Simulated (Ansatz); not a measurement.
Theory: Ansatz 0.2.0, DFT PBE, scalar-relativistic, plane waves, PAW. Settings: cutoff 420 eV, Γ-centred meshes spaced at most about 0.3 Å⁻¹, and about 0.25 Å⁻¹ or finer for metals (2π included), Gaussian smearing. No spin polarisation.

All energies are static (0 K, no zero-point motion).

Question: Order these relaxed structures of Sn₆Ge by energy, lowest first, with the energy over the lowest of them.
A.

Space group P4/mmm (No. 123). a = 4.035 Å, b = 4.035 Å, c = 12.122 Å, α = 90.00°, β = 90.00°, γ = 90.00°
| atom | site | symmetry | x | y | z |
| --- | --- | --- | --- | --- | --- |
| Sn | 2h | 4mm | 0.5000 | 0.5000 | 0.3496 |
| Sn | 2g | 4mm | 0.0000 | 0.0000 | 0.2334 |
| Sn | 1b | 4/mmm | 0.0000 | 0.0000 | 0.5000 |
| Sn | 1c | 4/mmm | 0.5000 | 0.5000 | 0.0000 |
| Ge | 1a | 4/mmm | 0.0000 | 0.0000 | 0.0000 |

B.

Space group P4/mmm (No. 123). a = 4.729 Å, b = 4.729 Å, c = 8.772 Å, α = 90.00°, β = 90.00°, γ = 90.00°
| atom | site | symmetry | x | y | z |
| --- | --- | --- | --- | --- | --- |
| Sn | 4i | 2mm. | 0.0000 | 0.5000 | 0.7843 |
| Sn | 1d | 4/mmm | 0.5000 | 0.5000 | 0.5000 |
| Sn | 1b | 4/mmm | 0.0000 | 0.0000 | 0.5000 |
| Ge | 1a | 4/mmm | 0.0000 | 0.0000 | 0.0000 |

C.

Space group P6/m (No. 175). a = 8.493 Å, b = 8.493 Å, c = 3.053 Å, α = 90.00°, β = 90.00°, γ = 120.00°
```
atom  site  symmetry       x       y       z
  Sn    6j       m.. 0.8546  0.5805  0.0000
  Ge    1a     6/m.. 0.0000  0.0000  0.0000
```

Answer: C (0 meV/atom), B (18 meV/atom), A (60 meV/atom). Counting Sn atoms around Ge (those within 1.25 times the shortest such distance or 1.15 times the sum of covalent radii, 1.27 where that leaves under three; the shortest distance is added where it exceeds 1.18 times the sum of covalent radii): C has Ge 6 from 3.1 Å; B has Ge 8; A has Ge 6. All come from invented guesses. The lowest form computed isn't among them: it has Sn and Ge ordered on diamond sites, space group R-3 (No. 148), 34.7 Å³/atom and lies 74 meV/atom below the best shown. Even the lowest of the cells shown lies +0.09 eV/atom against the elements.

The k mesh leaves some 4 meV/atom of noise in the energy of each metallic cell. Cells relaxed within their symmetry can be saddle points. Some types were kept out of the candidates beforehand, so the set may lack a known form.
